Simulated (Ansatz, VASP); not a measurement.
## Two plane-wave programs on Ta

```
CELL_PARAMETERS angstrom
-1.62635 1.62635 1.62635
1.62635 -1.62635 1.62635
1.62635 1.62635 -1.62635
ATOMIC_POSITIONS crystal
Ta 0.00000 0.00000 0.00000
```

Alike in both runs: functional LDA; k mesh 16 × 16 × 16; occupations gaussian, width 0.1 eV; no spin polarisation.

Ansatz relaxed the structure, and its values are those at the end. VASP's run is a single point on that final structure, the one shown.

```csv
,VASP,Ansatz
version,VASP 6.6.1,Ansatz 0.2.0
potentials or method,"VASP PAW LDA potentials, release 64 (Ta_pv)","scalar-relativistic, plane waves, PAW"
plane-wave cutoff (eV),520,600
valence electrons in the cell,11,13
```

```tsv
	VASP	Ansatz	Ansatz less VASP
gap on the k mesh at the Fermi level (eV)	none	none	-
pressure (GPa)	0.8	0.0	-0.83
```

A gap of «none» marks a metal or a gap that the smearing closes. The two sets of potentials don't hold the same shells in valence. Ansatz warned: «pseudo_functional_mismatch».

The runs have no spin-orbit coupling, so splittings on Ta are missing.
